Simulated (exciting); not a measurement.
# BAs (F-43m) in exciting: a series of runs

One crystal, BAs, is run at these levels: LDA, PBE; tasks: Wannier functions, TDDFT spectrum, phonons.

All numbers are computed with exciting (release sodium); they aren't measurements. Logs are shortened: lines on timing, memory, paths and dates and some standing lists are left out, and cuts for length are marked.

### Step 1. The structure

Symmetry: F-43m, No. 216, cubic system. Conventional cell: a = 4.777 Å, b = 4.777 Å, c = 4.777 Å, α = 90.00°, β = 90.00°, γ = 90.00°. As (site symmetry -43m) has 4 B at 2.07 Å as nearest neighbours. B (site symmetry -43m) has 4 As at 2.07 Å as nearest neighbours.

### Step 2. Wannier functions, LDA

Input file input.xml:

```xml
<input>
  <title>BAs</title>
  <structure speciespath="./" tshift="false">
    <crystal scale="1">
      <basevect>0.000000000000 4.513610848669 4.513610848669</basevect>
      <basevect>4.513610848669 0.000000000000 4.513610848669</basevect>
      <basevect>4.513610848669 4.513610848669 0.000000000000</basevect>
    </crystal>
    <species speciesfile="As.xml" rmt="2">
      <atom coord="0.750000000000 0.750000000000 0.750000000000"/>
    </species>
    <species speciesfile="B.xml" rmt="1.45">
      <atom coord="0.000000000000 0.000000000000 0.000000000000"/>
    </species>
  </structure>
  <groundstate do="fromscratch" ngridk="6 6 6" rgkmax="5.5" gmaxvr="14" lmaxapw="10" lmaxmat="10" lmaxvr="8" xctype="LDA_PW" stype="Gaussian" swidth="0.00018375" nempty="10" ValenceRelativity="iora*" epsengy="1e-05" epspot="1e-05" maxscl="60" outputlevel="normal"/>
  <properties>
    <wannier do="fromscratch">
      <group fst="7" lst="9" method="opfmax"/>
    </wannier>
  </properties>
</input>
```

Potentials or basis: all-electron LAPW+lo, shipped species files, valence relativity iora*.

Command:

```bash
$ OMP_NUM_THREADS=1 exciting_smp
```

INFO.OUT:

```text
================================================================================
EXCITING SODIUM started
[... 10 lines left out ...]

 Lattice vectors (cartesian) :
      0.0000000000      4.5136108487      4.5136108487
      4.5136108487      0.0000000000      4.5136108487
      4.5136108487      4.5136108487      0.0000000000

 Reciprocal lattice vectors (cartesian) :
     -0.6960264761      0.6960264761      0.6960264761
      0.6960264761     -0.6960264761      0.6960264761
      0.6960264761      0.6960264761     -0.6960264761

 Unit cell volume                           :     183.9087250467
 Brillouin zone volume                      :       1.3487680553

 Species :    1 (As)
     parameters loaded from                 :    As.xml
     name                                   :    arsenic
     nuclear charge                         :     -33.00000000
     electronic charge                      :      33.00000000
     atomic mass                            :  136573.72190000
     muffin-tin radius                      :       2.00000000
     # of radial points in muffin-tin       :     350

     atomic positions (lattice) :
       1 :   0.75000000  0.75000000  0.75000000

 Species :    2 (B)
     parameters loaded from                 :    B.xml
     name                                   :    boron
     nuclear charge                         :      -5.00000000
     electronic charge                      :       5.00000000
     atomic mass                            :   19707.24741000
     muffin-tin radius                      :       1.45000000
     # of radial points in muffin-tin       :     250

     atomic positions (lattice) :
       1 :   0.00000000  0.00000000  0.00000000

 Total number of atoms per unit cell        :       2

 Spin treatment                             :    spin-unpolarised

 Number of Bravais lattice symmetries       :      48
 Number of crystal symmetries               :      24

 k-point grid                               :       6    6    6
 Total number of k-points                   :      22
 k-point set is reduced with crystal symmetries

 R^MT_min * |G+k|_max (rgkmax)              :       5.50000000
 Species with R^MT_min                      :       2 (B)
 Maximum |G+k| for APW functions            :       3.79310345
 Maximum |G| for potential and density      :      14.00000000

 G-vector grid sizes                        :      30    30    30
 Total number of G-vectors                  :    8609

 Maximum angular momentum used for
     APW functions                          :      10
     computing H and O matrix elements      :      10
     potential and density                  :       8
     inner part of muffin-tin               :       2

 Total nuclear charge                       :     -38.00000000
 Total electronic charge                    :      38.00000000
 Total core charge                          :      20.00000000
 Total valence charge                       :      18.00000000

 Number of empty states                     :      10
 Total number of valence states             :      20

 Maximum Hamiltonian size                   :     192
 Maximum number of plane-waves              :     174
 Total number of local-orbitals             :      18

 Exchange-correlation type                  :       3
     Perdew-Wang, Phys. Rev. B 45, 13244 (1992)

 Smearing scheme                            :    Gaussian
 Smearing width                             :       0.00018375

 Using multisecant Broyden potential mixing
[... 16 lines left out ...]
+ SCF iteration number :    1                                                  +
++++++++++++++++++++++++++++++++++++++++++++++++++++++++++++++++++++++++++++++++
 Total energy                               :     -2280.68609187
 _______________________________________________________________
 Fermi energy                               :         0.28275974
 Kinetic energy                             :      2333.45596402
 Coulomb energy                             :     -4529.51863064
 Exchange energy                            :       -81.32503318
 Correlation energy                         :        -3.29839207

 DOS at Fermi energy (states/Ha/cell)       :         0.00000000

 Electron charges :
     core                                   :        20.00000000
     core leakage                           :         0.00250964
     valence                                :        18.00000000
     interstitial                           :         4.32259315
     charge in muffin-tin spheres :
                  atom     1    As          :        30.30855099
                  atom     2     B          :         3.36885586
     total charge in muffin-tins            :        33.67740685
     total charge                           :        38.00000000
[... 338 lines left out ...]
 Electron charges :
     core                                   :        20.00000000
     core leakage                           :         0.00248623
     valence                                :        18.00000000
     interstitial                           :         4.37480509
     charge in muffin-tin spheres :
                  atom     1    As          :        30.46535145
                  atom     2     B          :         3.15984346
     total charge in muffin-tins            :        33.62519491
     total charge                           :        38.00000000

 Estimated fundamental gap                  :         0.04523078
        valence-band maximum at    1      0.0000  0.0000  0.0000
     conduction-band minimum at   12      0.3333  0.3333  0.0000

 RMS change in effective potential (target) :  0.202482E-09  ( 0.100000E-04)
 Absolute change in total energy   (target) :  0.610112E-07  ( 0.100000E-04)
 Charge distance                   (target) :  0.236153E-09  ( 0.100000E-04)

++++++++++++++++++++++++++++++++++++++++++++++++++++++++++++++++++++++++++++++++
| Convergency criteria checked for the last 2 iterations                       +
| Convergence targets achieved. Performing final SCF iteration                 +
++++++++++++++++++++++++++++++++++++++++++++++++++++++++++++++++++++++++++++++++
 Total energy                               :     -2282.69239680
 _______________________________________________________________
 Fermi energy                               :         0.30263378
 Kinetic energy                             :      2332.34503605
 Coulomb energy                             :     -4530.39461427
 Exchange energy                            :       -81.34536517
 Correlation energy                         :        -3.29745342

 DOS at Fermi energy (states/Ha/cell)       :         0.00000000

 Electron charges :
     core                                   :        20.00000000
     core leakage                           :         0.00248623
     valence                                :        18.00000000
     interstitial                           :         4.37480509
     charge in muffin-tin spheres :
                  atom     1    As          :        30.46535145
                  atom     2     B          :         3.15984346
     total charge in muffin-tins            :        33.62519491
     total charge                           :        38.00000000

 Estimated fundamental gap                  :         0.04523078
        valence-band maximum at    1      0.0000  0.0000  0.0000
     conduction-band minimum at   12      0.3333  0.3333  0.0000

++++++++++++++++++++++++++++++++++++++++++++++++++++++++++++++++++++++++++++++++
[... 9 lines left out ...]
| EXCITING SODIUM stopped                                                      =
================================================================================
```

Run time: 31 s. Hardware: 1 thread of AMD EPYC 7R43 (Zen 3), shared host; peak memory 0.19 GiB.

Results:

```yaml
Band_gap_on_the_k_mesh: 1.23 eV, indirect (least direct gap 3.25 eV)
All_electrons_inside_the_program's_atomic_spheres: As 30.47; B 3.16 (radii As 2.0, B 1.45 bohr)
Total_Wannier_spread: 8.08 Å² over 3 functions
```

Levels at points of the mesh, in eV from the valence-band top:
```tsv
k point	band 7	band 8	band 9	band 10	band 11	band 12
(0.00, 0.00, 0.00)	0.00	0.00	0.00	3.25	3.25	3.25
(0.50, 0.00, 0.00)	-8.75	-1.81	-1.81	2.67	4.77	4.77
(0.50, 0.50, 0.00)	-8.42	-4.07	-4.07	1.34	1.43	11.27
```

Wannier centres (Å) and spreads (Å²):
| function | x | y | z | spread |
| --- | --- | --- | --- | --- |
| 1 | 3.801 | 4.001 | 3.801 | 2.692 |
| 2 | 3.165 | 3.365 | 3.801 | 2.692 |
| 3 | 3.801 | 3.365 | 3.165 | 2.692 |

A k mesh can miss the band edges. As with any semilocal functional, this LDA gap is likely too small.

### Step 3. TDDFT spectrum, PBE

Input file input.xml:

```xml
<input>
  <title>BAs</title>
  <structure speciespath="./" tshift="false">
    <crystal scale="1">
      <basevect>0.000000000000 4.513610848669 4.513610848669</basevect>
      <basevect>4.513610848669 0.000000000000 4.513610848669</basevect>
      <basevect>4.513610848669 4.513610848669 0.000000000000</basevect>
    </crystal>
    <species speciesfile="As.xml" rmt="2">
      <atom coord="0.750000000000 0.750000000000 0.750000000000"/>
    </species>
    <species speciesfile="B.xml" rmt="1.45">
      <atom coord="0.000000000000 0.000000000000 0.000000000000"/>
    </species>
  </structure>
  <groundstate do="fromscratch" ngridk="6 6 6" rgkmax="5.5" gmaxvr="14" lmaxapw="10" lmaxmat="10" lmaxvr="8" xctype="GGA_PBE" stype="Gaussian" swidth="0.00018375" nempty="10" ValenceRelativity="iora*" epsengy="1e-05" epspot="1e-05" maxscl="60" outputlevel="normal"/>
  <xs xstype="TDDFT" ngridk="7 7 7" vkloff="0.097 0.273 0.493" nempty="30" gqmax="2" broad="0.007" tevout="true">
    <energywindow intv="0 0.7" points="250"/>
    <tddft fxctype="LRCstatic" alphalrc="0.1"/>
    <qpointset>
      <qpoint>0 0 0</qpoint>
    </qpointset>
  </xs>
</input>
```

Potentials or basis: all-electron LAPW+lo, shipped species files, valence relativity iora*.

Command:

```bash
$ OMP_NUM_THREADS=1 exciting_smp
```

INFO.OUT:

```text
================================================================================
EXCITING SODIUM started
[... 10 lines left out ...]

 Lattice vectors (cartesian) :
      0.0000000000      4.5136108487      4.5136108487
      4.5136108487      0.0000000000      4.5136108487
      4.5136108487      4.5136108487      0.0000000000

 Reciprocal lattice vectors (cartesian) :
     -0.6960264761      0.6960264761      0.6960264761
      0.6960264761     -0.6960264761      0.6960264761
      0.6960264761      0.6960264761     -0.6960264761

 Unit cell volume                           :     183.9087250467
 Brillouin zone volume                      :       1.3487680553

 Species :    1 (As)
[... 406 lines left out ...]
 Kinetic energy                             :      2336.68822757
 Coulomb energy                             :     -4534.66011916
 Exchange energy                            :       -86.17057265
 Correlation energy                         :        -1.80364869
[... 306 lines left out ...]
 RMS change in effective potential (target) :  0.685817E-07  ( 0.100000E-04)
 Absolute change in total energy   (target) :  0.738915E-06  ( 0.100000E-04)
 Charge distance                   (target) :  0.259872E-08  ( 0.100000E-04)

++++++++++++++++++++++++++++++++++++++++++++++++++++++++++++++++++++++++++++++++
| Convergency criteria checked for the last 2 iterations                       +
| Convergence targets achieved. Performing final SCF iteration                 +
++++++++++++++++++++++++++++++++++++++++++++++++++++++++++++++++++++++++++++++++
 Total energy                               :     -2285.94268620
 _______________________________________________________________
 Fermi energy                               :         0.31369088
 Kinetic energy                             :      2336.68864193
 Coulomb energy                             :     -4534.65726090
 Exchange energy                            :       -86.17041859
 Correlation energy                         :        -1.80364865
[... 14 lines left out ...]
 Estimated fundamental gap                  :         0.04726947
        valence-band maximum at    1      0.0000  0.0000  0.0000
     conduction-band minimum at   12      0.3333  0.3333  0.0000

++++++++++++++++++++++++++++++++++++++++++++++++++++++++++++++++++++++++++++++++
[... 9 lines left out ...]
| EXCITING SODIUM stopped                                                      =
================================================================================
```

INFOXS.OUT:

```text
================================================================================
| EXCITING SODIUM started for task xsgeneigvec ( 301)                          =
[... 59 lines left out ...]
Info(idf): TDDFT linear optics finished for q - point:       1
Info(idf): TDDFT linear optics finished
Info(xsfinit): task Nr.     350 stopped gracefully

================================================================================
= EXCITING SODIUM stopped for task    350                                      =
================================================================================
```

WARNINGS.OUT:

```text
Warning(gndstate): Reached self-consistent loops maximum
```

Run time: 3 min. Hardware: 1 thread of AMD EPYC 7R43 (Zen 3), shared host; peak memory 0.34 GiB.

What came out:

```yaml
Band_gap_on_the_k_mesh: 1.29 eV, indirect (least direct gap 3.28 eV)
All_electrons_inside_the_program's_atomic_spheres: As 30.44; B 3.16 (radii As 2.0, B 1.45 bohr)
```

Levels at points of the mesh, in eV from the valence-band top:
```
           k point  band 6  band 7  band 8  band 9  band 10  band 11  band 12  band 13
(0.00, 0.00, 0.00)  -15.40    0.00    0.00    0.00     3.28     3.28     3.28     4.67
(0.50, 0.00, 0.00)  -12.54   -8.78   -1.82   -1.82     2.69     4.80     4.80     8.90
(0.50, 0.50, 0.00)  -11.22   -8.53   -4.08   -4.08     1.44     1.46    11.41    11.41
```

Dielectric function (mean over the directions given):
```csv
energy (eV),real part,imaginary part
0.30,10.01,0.04
0.76,10.17,0.10
1.22,10.48,0.17
1.68,10.99,0.27
2.21,11.96,0.45
2.67,13.33,0.77
3.12,15.78,1.75
3.58,18.02,5.80
4.11,17.57,11.21
4.57,16.00,15.72
5.03,12.49,18.99
5.56,4.15,28.02
6.02,-5.88,16.60
6.48,-5.76,13.32
6.93,-5.85,10.15
7.47,-6.55,8.23
7.92,-5.90,5.70
8.38,-4.95,4.43
8.91,-3.94,3.35
9.37,-3.39,3.03
9.83,-3.10,2.57
10.29,-2.74,2.15
10.82,-2.07,1.79
11.28,-2.04,1.84
11.73,-1.86,1.49
12.27,-1.53,1.25
12.72,-1.39,1.27
13.18,-1.27,1.11
13.64,-1.15,0.97
14.17,-0.97,0.89
14.63,-0.87,0.81
15.09,-0.76,0.74
15.62,-0.64,0.65
16.08,-0.58,0.60
16.53,-0.46,0.53
16.99,-0.40,0.54
17.52,-0.32,0.45
17.98,-0.22,0.42
18.44,-0.18,0.42
18.97,-0.08,0.40
```

Caveat: the kernel's parameter is a trial value, not fitted to this crystal; spectra need much finer meshes, so this one isn't converged. A k mesh can miss the band edges.

[end of part 1 of 2]
